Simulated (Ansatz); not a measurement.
## How high a cutoff does the level of V_O in Al2O3 (R-3c) need?

Question: how much does the plane-wave cutoff change the (+1/0) level of V_O in Al2O3 (R-3c), and what does each choice cost? Model: a cell of 80 host atoms with 1 O taken out.

Method: plane-wave PAW DFT; relaxations with PBEsol, then single points with PBEsol, on supercells at fixed charge in a uniform background, in Ansatz 0.2.0.

Most raw output is cut from this account.

## Step 1: Set-up

The cell holds 79 atoms: 32 Al and 47 O. Cell: a = 10.278 Å, b = 10.278 Å, c = 10.278 Å, α = 55.3°, β = 55.3°, γ = 55.3°. It derives from Al2O3 (space group R-3c). Nearest the centre at fractional (0.625, 0.278, 0.472): Al41 at 1.86 Å, Al2 at 1.86 Å, Al53 at 1.97 Å, Al52 at 1.97 Å, O79 at 2.53 Å, O16 at 2.53 Å, O18 at 2.62 Å, O57 at 2.62 Å. The cell carries charge +1.

Structure file:

The host's dielectric constants go in as inputs: (3.29, 3.29, 3.26) for the electrons alone, (9.66, 9.66, 11.75) with the ions, computed on the host (DFPT, PBEsol).

The cell's shortest repeat is 9.5 Å.

## Step 2: Relaxing both charge states, PBEsol

The study needs fixed structures, so each charge is relaxed once, at one point at (¼, ¼, ¼), from small random displacements that break the symmetry of the site.

qp1_M1.relax/input.yaml reads:

```yaml
crystal:
  lattice:
    - [2.38665266, 1.37793456, 4.33762253]
    - [-2.38665266, 1.37793456, 4.33762253]
    - [0.0, -2.75586912, 4.33762253]
  atoms:
    - { symbol: Al, position: [0.647953, 0.647953, 0.647953] }
    - { symbol: Al, position: [0.852047, 0.852047, 0.852047] }
    - { symbol: Al, position: [0.147953, 0.147953, 0.147953] }
    - { symbol: Al, position: [0.352047, 0.352047, 0.352047] }
    - { symbol: O, position: [0.444168, 0.055832, 0.75] }
    - { symbol: O, position: [0.944168, 0.25, 0.555832] }
    - { symbol: O, position: [0.055832, 0.75, 0.444168] }
    - { symbol: O, position: [0.75, 0.444168, 0.055832] }
    - { symbol: O, position: [0.25, 0.555832, 0.944168] }
    - { symbol: O, position: [0.555832, 0.944168, 0.25] }
  supercell: [2, 2, 2]
  defects: [{ vacancy: 48 }]
total_charge: 1
basis:
  ecutwfc: 420
  xc_grid: 2
hamiltonian:
  xc: pbesol
  pseudopotentials: { kind: paw, azcp: { folder: soft_1 }, xc_functional: pbe }
kpoints:
  mp_grid: { grid: [1, 1, 1], shift: [0.25, 0.25, 0.25] }
magnetization:
  spin_polarized: true
  initial_magnetization: 1
  spin_locking: { lock_magnetization: hard }
scf:
  occupations: { method: fixed }
  max_iter: 60
output:
  forces: true
  charged_corrections:
    epsilon: [3.29, 3.29, 3.26]
    static_epsilon: [9.66, 9.66, 11.75]
    defect_position: [0.625, 0.277916, 0.472084]
relax:
  f_tol: 0.015
  max_steps: 60
  random_displacement: { amplitude: 0.04, seed: 8002 }
checkpoint:
  write: "../qp1_M1.relax.run"
  compress: false
  write_wavefunctions: true
  write_every: 100000
```

Command:

```
$ ansatz run input.yaml --threads 32 --pin off --max-ram 84787MiB --backend cuda --events-out ev --progress --plain --runs-dir out --max-vram 78GiB
```

Run time: 3.5 s. Hardware: 1 × NVIDIA GB200 with 32 threads of Arm Neoverse V2, shared host; peak memory 1.4 GiB.

Step by step:

| step | energy less that of the first step (eV) | largest force component (eV/Å) |
| --- | --- | --- |
| 1 | 0.0000 | 1.7648 |
| 2 | -1.2193 | 0.8878 |
| 3 | -1.7309 | 0.0500 |
| 4 | -1.7322 | 0.0044 |

The atoms that moved most (Å, from the sites as typed, ahead of the random displacement, the mean shift of all atoms taken out):

| atom | dx | dy | dz | length |
| --- | --- | --- | --- | --- |
| Al2 | -0.091 | 0.010 | -0.063 | 0.111 |
| Al41 | 0.037 | 0.083 | 0.063 | 0.111 |
| Al52 | 0.030 | -0.071 | -0.067 | 0.102 |
| Al53 | 0.046 | -0.062 | 0.067 | 0.102 |
| O16 | 0.004 | 0.062 | -0.008 | 0.062 |
| O79 | -0.055 | 0.028 | 0.007 | 0.062 |
| O56 | 0.019 | 0.028 | -0.036 | 0.050 |
| O45 | -0.034 | -0.002 | 0.036 | 0.050 |

Neighbours of the ideal centre at the end:

```
atom  distance (Å)
Al41         1.967
 Al2         1.974
Al53         2.076
Al52         2.077
 O79         2.466
 O16         2.470
 O57         2.596
 O18         2.601
```

| charge | moment set (μB) | steps | largest displacement (Å) | time |
| --- | --- | --- | --- | --- |
| 0 | 0 | 5 | 0.10 | 3.5 s |
| +1 | 1 | 4 | 0.11 | 3.5 s |

The relaxation ends 22 meV an atom lower than the displaced start, with a largest force component of 0.0044 eV/Å.

## Step 3: First setting: 250 eV

Total energies converge slowly with the cutoff, but a level is a difference between cells with the same atoms, so much of the error should cancel. The host is run again at each cutoff.

qp1_M1.e250/input.yaml reads:

```yaml
crystal:
  checkpoint: "../qp1_M1.relax.run"
  host: checkpoint
total_charge: 1
basis:
  ecutwfc: 250
  xc_grid: 2
hamiltonian:
  xc: pbesol
  pseudopotentials: { kind: paw, azcp: { folder: soft_1 }, xc_functional: pbe }
kpoints:
  mp_grid: { grid: [1, 1, 1], shift: [0.25, 0.25, 0.25] }
magnetization:
  spin_polarized: true
  initial_magnetization: 1
  spin_locking: { lock_magnetization: hard }
scf:
  occupations: { method: fixed }
  max_iter: 60
output:
  forces: true
  charged_corrections:
    epsilon: [3.29, 3.29, 3.26]
    static_epsilon: [9.66, 9.66, 11.75]
    defect_position: [0.625, 0.277916, 0.472084]
  eigenvalues: true
checkpoint:
  write: "../qp1_M1.e250.run"
  compress: false
  write_wavefunctions: false
  write_every: 100000
```

Elapsed: 1.4 s, on 1 × NVIDIA GB200 with 32 threads; peak memory 1.1 GiB; 3.5 s of CPU time.

Both charges and the host at this setting go to place-levels, which corrects for the image charge and aligns the potentials.

levels.e250.yaml reads:

```yaml
host:
  run: host.e250.run
states: [q0.e250.run, qp1_M1.e250.run]
geometry_from:
  q0.e250.run: q0.relax.run
  qp1_M1.e250.run: qp1_M1.relax.run
  host.e250.run: host.relax.run
```

Command:

```
$ ansatz place-levels levels.e250.yaml -- --threads 32 --pin off --max-ram 84787MiB
```

Elapsed: 0.13 s, on 32 threads.

At this setting the gap is 5.842 eV and (+1/0) lies 2.636 eV above the valence top.

## Step 4: The other settings

In the defect's inputs only the studied keys change. The next input; the others follow the same pattern (350 eV, 420 eV, 500 eV, 600 eV and 750 eV):

qp1_M1.e300/input.yaml, as its differences from qp1_M1.e250/input.yaml of step 3:

```diff
@@ -5,3 +5,3 @@
 basis:
-  ecutwfc: 250
+  ecutwfc: 300
   xc_grid: 2
@@ -27,3 +27,3 @@
 checkpoint:
-  write: "../qp1_M1.e250.run"
+  write: "../qp1_M1.e300.run"
   compress: false
```

500 eV: its level rests on band edges found in another way, so it is left out of the table.

## Step 5: Result against cost

Times of the states on 1 × NVIDIA GB200 with 32 threads of Arm Neoverse V2, shared host; the host is run again at each setting, small cells on the processor where the program's card isn't needed:

```csv
plane-wave cutoff,gap (eV),(+1/0) above the valence top (eV),under the conduction bottom (eV),level less that at 750 eV (meV),"time, both charge states","time, host and placing",peak memory of a state (GiB)
250 eV,5.842,2.636,3.206,-105,2.7 s,2 s,1.1
300 eV,5.964,2.733,3.231,-8,2.9 s,0.8 s,1.2
350 eV,6.016,2.738,3.278,-2,2.9 s,0.9 s,1.1
420 eV,6.036,2.741,3.295,0,3.8 s,1.2 s,1.2
600 eV,6.036,2.740,3.296,0,3.5 s,1.2 s,1.3
750 eV,6.036,2.741,3.296,0,3.5 s,1.6 s,1.3
```

## Step 6: What came out

| Quantity | Value |
| --- | --- |
| (plus 1/0) level, 250 eV | 2.64 eV |
| (plus 1/0) level, 300 eV | 2.73 eV |
| (plus 1/0) level, 350 eV | 2.74 eV |
| (plus 1/0) level, 420 eV | 2.74 eV |
| (plus 1/0) level, 600 eV | 2.74 eV |
| (plus 1/0) level, 750 eV | 2.74 eV |

Over the settings in the table the level spans 0.105 eV; from 350 eV on, both the level and its depth under the conduction bottom lie within 0.02 eV of the reference (750 eV, 2.74 eV). The gap is off most at 250 eV, which moves it by 0.19 eV, and the level's depth under the conduction bottom by 0.09 eV. The largest miss of the level above the valence top is 105 meV, with 250 eV. The total energy of the charged cell falls by 65.9 eV over the same range, so nearly all of the basis error cancels in the level. Cell and atoms were held and forces were not judged; the files' recommended cutoff is 420 eV. Only the charges 0 and +1 were run, each from one start, so (+1/0) need not be a change between stable states. Left out of the table: 500 eV (2.75 eV), placed on band edges found in another way than the rows above. Keep in mind: one k-point off the zone centre stands for the whole zone; PBEsol makes the gap too small and tends to spread out bound carriers.

[Logs are printed without paths, hosts, clocks, repeated set-up lines and the standing remarks that a program may print on its own settings, such as how far it seeks lower states.]

[Hosts, paths, dates, database ids (printed as entryN), source tags and the programs' standing remarks are cut or masked in the printed files.]

[Where a table of states has a column of steps, it counts the stored structures, which are thinned; the runs took as many ionic steps or more.]

[For some hosts the program warned that the k-mesh of the response run may be too coarse for force constants and the static dielectric constant; such warnings are not shown here.]
